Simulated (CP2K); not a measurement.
Runs of CP2K 2026.2 on Te2Mo. The structure is hexagonal, space group P6_3/mmc (No. 194). Conventional cell: a = 3.518 Å, b = 3.518 Å, c = 13.974 Å, α = 90.00°, β = 90.00°, γ = 120.00°. Around Te (site symmetry 3m) lie 3 Mo at 2.72 Å. Mo (site symmetry -6m2) is surrounded by 6 Te at 2.72 Å. 

```csv
level,cutoff of the non-local correlation (Ry),gap on the mesh (eV),pressure (GPa),largest force (eV/Å)
PBEsol,-,0.86,3.5,0.28
LDA,-,0.85,2.5,0.23
rev-vdW-DF2,300,0.87,(a),0.58
r2SCAN,-,0.98,5.6,0.20
WC,-,0.86,3.8,0.33
PW91,-,(b),6.6,0.44
```

Alike in all rows: task single point; potentials or basis POTENTIAL_UZH Te GTH-PBE-q6, Mo GTH-PBE-q14; DZVP-MOLOPT-PBE-GTH basis; no spin polarisation; cell as given; k mesh 9 × 9 × 2; smearing fermi-dirac 0.05 eV.

Estimate the missing entries.

(a) 6.1; (b) 0.89.

Caveats: the potentials were made for another functional, which shifts forces and pressure; spin-orbit coupling is left out, which moves the levels of the heavy elements; an odd mesh through Γ misses points on the zone boundary, where band edges often lie; the basis of atomic orbitals isn't converged, which shifts pressures, moduli and gaps; this functional lacks dispersion, which binds the layers, so the pressure and a relaxed spacing across them are unreliable (some runs).

A k mesh can miss the band edges, and the runs leave out spin-orbit coupling on Mo, Te.

Runs at the PBE level aren't shown here.
